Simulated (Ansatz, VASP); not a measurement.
Ir in VASP and in Ansatz

```
Ir
1.0
     0.00000    1.88971    1.88971
     1.88971    0.00000    1.88971
     1.88971    1.88971    0.00000
Ir
1
Direct
  0.00000 0.00000 0.00000
```

Change from the starting cell: volume scaled by 0.96.

Alike in both runs: task single point; functional PBEsol; k mesh 12 × 12 × 12; occupations fermi-dirac, width 0.05 eV; no spin polarisation.

```csv
,VASP,Ansatz
version,VASP 6.6.1,Ansatz 0.2.0
potentials or method,"VASP PAW PBE potentials, release 64 (Ir)",Ansatz PAW
plane-wave cutoff (eV),520,420
valence electrons in the cell,9,17
```

VASP gave:

| Property | Result |
| --- | --- |
| gap on the k mesh at the Fermi level (eV) | none |
| pressure (GPa) | 18.1 |

Problem. Which values does Ansatz return?

Solution. gap on the k mesh at the Fermi level (eV): none; pressure (GPa): 16.7.

A gap of «none» marks a metal or a gap that the smearing closes. The functional is the same, so the differences come from potentials, cutoffs and numerics. The two sets of potentials don't hold the same shells in valence.

Caveats: the PAW data sets were made with another functional, which shifts forces and pressure a little (VASP); the PAW data sets come from PBE, with cores solved anew for the run's functional, which leaves a small shift of forces and pressure (Ansatz). The runs have no spin-orbit coupling, so splittings on Ir are missing.
